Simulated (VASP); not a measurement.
# CdSe (F-43m) in VASP: a series of runs, part 2 of 2

VASP 6.6.1. Earlier steps stand in the parts before.

### 3 Relaxation of cell and atoms, PBE

This run uses another cell than the first one, of 28.94 Å³/atom, 0.973 times its volume.

INCAR reads:

```
SYSTEM = CdSe
PREC     = Accurate       ! precision mode
ENCUT    = 600            ! plane-wave cutoff, eV
EDIFF    = 1E-6           ! SCF threshold, eV
ISMEAR   = 0              ! smearing method
SIGMA    = 0.02           ! smearing width, eV
LREAL    = .FALSE.        ! projectors in reciprocal space
LASPH    = .TRUE.         ! aspherical terms in the spheres
NELM     = 100            ! most SCF steps
ALGO     = Normal         ! electronic algorithm
ISIF     = 3              ! what is computed and relaxed
LWAVE    = .FALSE.        ! write WAVECAR
LCHARG   = .FALSE.        ! write CHGCAR
GGA      = PE             ! functional
IBRION   = 2              ! ionic algorithm
NSW      = 100            ! ionic steps
EDIFFG   = -0.002         ! ionic threshold
```

KPOINTS reads:

```
regular mesh
0
G
  10 10 10
  0 0 0
```

POSCAR reads:

```
CdSe
1.0
    0.0000000000      3.0702711986      3.0702711986
    3.0702711986      0.0000000000      3.0702711986
    3.0702711986      3.0702711986      0.0000000000
Cd Se
1 1
Direct
    0.0000000000      0.0000000000      0.0000000000
    0.7500000000      0.7500000000      0.7500000000
```

Potentials or basis: VASP PAW PBE potentials, release 64 (Cd, Se).

Run with:

```sh
$ cat potpaw_PBE.64/Cd/POTCAR potpaw_PBE.64/Se/POTCAR > POTCAR
$ mpirun -np 1 vasp_std > vasp.out
```

OUTCAR:

```text
SYSTEM = CdSe
   PREC = Accurate
   ENCUT = 600
   EDIFF = 1E-6
   ISMEAR = 0
   LREAL = .FALSE.
   LASPH = .TRUE.
   NELM = 100
   ISIF = 3
   GGA = PE
   IBRION = 2
   NSW = 100
   EDIFFG = -0.002

 ion  position               nearest neighbor table
   1  0.000  0.000  0.000-   2 2.66   2 2.66   2 2.66   2 2.66
   2  0.750  0.750  0.750-   1 2.66   1 2.66   1 2.66   1 2.66

  LATTYP: Found a face centered cubic cell.
 ALAT       =     6.1405423972

  Lattice vectors:

 A1 = (   0.0000000000,   3.0702711986,   3.0702711986)
 A2 = (   3.0702711986,   0.0000000000,   3.0702711986)
 A3 = (   3.0702711986,   3.0702711986,   0.0000000000)

Analysis of symmetry for initial positions (statically):
=====================================================================
 Subroutine PRICEL returns:
 Original cell was already a primitive cell.

 Routine SETGRP: Setting up the symmetry group for a
 face centered cubic supercell.

 Subroutine GETGRP returns: Found 24 space group operations
 (whereof 24 operations were pure point group operations)
 out of a pool of 48 trial point group operations.

The static configuration has the point symmetry T_d .

Analysis of symmetry for dynamics (positions and initial velocities):
=====================================================================
 Subroutine PRICEL returns:
 Original cell was already a primitive cell.

 Routine SETGRP: Setting up the symmetry group for a
 face centered cubic supercell.

 Subroutine GETGRP returns: Found 24 space group operations
 (whereof 24 operations were pure point group operations)
 out of a pool of 48 trial point group operations.

The dynamic configuration has the point symmetry T_d .

 Subroutine INISYM returns: Found 24 space group operations
 (whereof 24 operations are pure point group operations),
[... 127 lines left out ...]
 conjugate gradient relaxation of ions
 non-spin polarized calculation
 Gauss-broadening in eV      SIGMA  =   0.02
  energy-cutoff  :      600.00
  volume of cell :       57.88
 maximum number of plane-waves:      1964
   NGX = 17   NGY = 17   NGZ = 17

--------------------------------------- Ionic step        1  -------------------------------------------

 number of electron      17.9999997 magnetization

 Free energy of the ion-electron system (eV)
  ---------------------------------------------------
  ext. energy  EPLUGINS =         0.00000000
  ---------------------------------------------------
  free energy    TOTEN  =        -5.49078765 eV

  energy without entropy =       -5.49078765  energy(sigma->0) =       -5.49078765

------------------------ aborting loop because EDIFF is reached ----------------------------------------

  FORCE on cell =-STRESS in cart. coord.  units (eV):
  Direction    XX          YY          ZZ          XY          YZ          ZX
  --------------------------------------------------------------------------------------
  -------------------------------------------------------------------------------------
  Total        0.5507729      0.5507729      0.5507729      0.0000000      0.0000000      0.0000000
  in kB       15.2448425     15.2448425     15.2448425      0.0000000      0.0000000      0.0000000
  external PRESSURE =      15.2448425 kB  Pullay stress =       0.0000000 kB
[... 131 lines left out ...]
--------------------------------------- Ionic step        5  -------------------------------------------

 number of electron      18.0000000 magnetization

 Free energy of the ion-electron system (eV)
  ---------------------------------------------------
  ext. energy  EPLUGINS =         0.00000000
  ---------------------------------------------------
  free energy    TOTEN  =        -5.49935199 eV

  energy without entropy =       -5.49935199  energy(sigma->0) =       -5.49935199

 E-fermi :   0.5844     XC(G=0):  -8.6153

 val. band max:        0.4828820131   @ k =   0.0000   0.0000   0.0000
 cond. band min:       0.9675207290   @ k =   0.0000   0.0000   0.0000
 fundamental gap:      0.4846387159
 Fermi energy:         0.5843567208

 k-point     1 :       0.0000    0.0000    0.0000
  band No.  band energies     occupation
      1     -11.7923      2.00000
      2      -7.2672      2.00000
      3      -7.2672      2.00000
      4      -7.2672      2.00000
      5      -6.9538      2.00000
      6      -6.9538      2.00000
      7       0.4829      2.00000
      8       0.4829      2.00000
      9       0.4829      2.00000
     10       0.9675      0.00000
     11       6.4106      0.00000
     12       6.4106      0.00000
     13       6.4106      0.00000
[... 354 lines left out ...]
  band No.  band energies     occupation
      1     -11.4516      2.00000
      2      -7.1229      2.00000
      3      -7.1040      2.00000
      4      -7.0581      2.00000
      5      -6.9167      2.00000
      6      -6.8028      2.00000
      7      -2.8297      2.00000
      8      -0.9931      2.00000
      9      -0.8447      2.00000
     10       4.0748      0.00000
     11       4.4907      0.00000
     12       7.9518      0.00000
     13       8.9011      0.00000

 [... further k-points ...]
[... 5 lines left out ...]
  --------------------------------------------------------------------------------------
  -------------------------------------------------------------------------------------
  Total       -0.0018418     -0.0018418     -0.0018418     -0.0000000     -0.0000000      0.0000000
  in kB       -0.0494023     -0.0494023     -0.0494023     -0.0000000     -0.0000000      0.0000000
  external PRESSURE =      -0.0494023 kB  Pullay stress =       0.0000000 kB
[... 17 lines left out ...]
  FREE ENERGIE OF THE ION-ELECTRON SYSTEM (eV)
  ---------------------------------------------------
  free  energy   TOTEN  =        -5.4993519864 eV

  energy  without entropy=       -5.4993519864  energy(sigma->0) =       -5.49935199

 reached required accuracy - stopping structural energy minimisation
```

It took 78 s on 1 thread of Intel Xeon Platinum 8488C (Sapphire Rapids), shared host; peak memory 0.24 GiB.

Results:

| Quantity | Value |
| --- | --- |
| Free energy | -5.4994 eV |
| Relaxed volume | 29.87 Å³/atom |
| Relaxed cell | a = 4.388 Å, b = 4.388 Å, c = 4.388 Å, α = 60.00°, β = 60.00°, γ = 60.00° |
| Space group after relaxing (to 0.05 Å) | F-43m (No. 216) |
| Energy gained by relaxing | 4.3 meV/atom |
| Ionic steps | 5 |
| Pressure after relaxing | 0.0 GPa |
| Band gap on the k mesh | 0.48 eV, direct |

Step by step:
| step | energy change (eV) | largest force (eV/Å) | pressure (GPa) | volume (Å³) |
| --- | --- | --- | --- | --- |
| 1 | 0.0000 | 0.0000 | 1.52 | 57.88 |
| 2 | -0.0080 | 0.0000 | -0.35 | 60.22 |
| 3 | -0.0086 | 0.0000 | 0.01 | 59.74 |
| 4 | -0.0086 | 0.0000 | -0.03 | 59.78 |
| 5 | -0.0086 | 0.0000 | 0.00 | 59.73 |

Final structure:
```
Cd Se
1.0
     0.00000    3.10260    3.10260
     3.10260    0.00000    3.10260
     3.10260    3.10260    0.00000
Cd Se
1 1
Direct
  0.00000 0.00000 0.00000
  0.75000 0.75000 0.75000
```
